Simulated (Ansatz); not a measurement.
Write the native input for Ansatz 0.2.0 that does the following.

| Quantity | Value |
| --- | --- |
| Task | single point |
| Functional | B3LYP |
| Potentials or basis | Ansatz PAW |
| Cutoff | 420 eV (not typed: the program's choice for these potentials) |
| k mesh | 5 × 5 × 5 |
| Occupations | fermi-dirac, width 0.05 eV |
| Spin | no spin polarisation |

The system is Ga.

```xyz
1
Lattice="2.7165 0.0000 0.0000 0.0000 2.7165 0.0000 0.0000 0.0000 2.7165" Properties=species:S:1:pos:R:3 pbc="T T T"
Ga    0.0000    0.0000    0.0000
```

The cell was built by a generator and needn't be a form met in nature.

These files were run (other wordings do the same):

input

```
crystal:
  lattice:
    - [2.71648, 0.0, 0.0]
    - [0.0, 2.71648, 0.0]
    - [0.0, 0.0, 2.71648]
  atoms:
    - { symbol: Ga, position: [0.0, 0.0, 0.0] }
hamiltonian:
  xc: b3lyp
  pseudopotentials: { kind: paw }
kpoints:
  mp_grid: { grid: [5, 5, 5] }
scf:
  occupations: { method: fermi_dirac, width: 0.05 }
output:
  forces: true
  stress: true
  eigenvalues: true
```

Results of the run:

```
Pressure               : 2.4 GPa
Band gap on the k mesh : none (metal or under the smearing width)
```

Caveat: the k mesh is coarse (spacing up to 0.46 Å⁻¹), so the values aren't converged, least of all with exact exchange; the PAW data sets come from PBE, with cores solved anew for the run's functional, which leaves a small shift of forces and pressure; the thresholds are loose for stress.

Run time: 7.6 s on 1 × NVIDIA H100 80GB HBM3 with 2 threads of AMD EPYC 7R13 Processor (Zen 3), with other jobs on the host, peak memory 1.5 GiB.
